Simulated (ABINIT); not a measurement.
# HfO2 and the effect of spin-orbit coupling

```xyz
6
Lattice="3.5580 0.0000 0.0000 0.0000 3.5580 0.0000 0.0000 0.0000 5.1719" Properties=species:S:1:pos:R:3 pbc="T T T"
Hf    0.0000    0.0000    0.0000
Hf    1.7790    1.7790    2.5859
O     0.0000    1.7790    1.0199
O     1.7790    0.0000    1.5660
O     1.7790    0.0000    4.1519
O     0.0000    1.7790    3.6059
```

Measurements of this composition are mostly on another form, of space group No. 14.

Kept alike: task band structure; functional PBE; k mesh 5 × 5 × 3; occupations fermi-dirac, width 0.05 eV. Program: ABINIT, JTH PAW PBE v2.0, cutoff 626 eV. The mesh is that of the run's cell of 6 atoms.

```csv
spin-orbit coupling,band gap (eV)
off,4.766
on,4.740
```

Gaps are the smaller of the mesh's and the band path's.

Question: What does spin-orbit coupling change here?

Answer: The band gap runs from 4.740 (on) to 4.766 eV (off). Spin-orbit coupling splits p and d bands at the edges, and the more so the heavier the atoms.
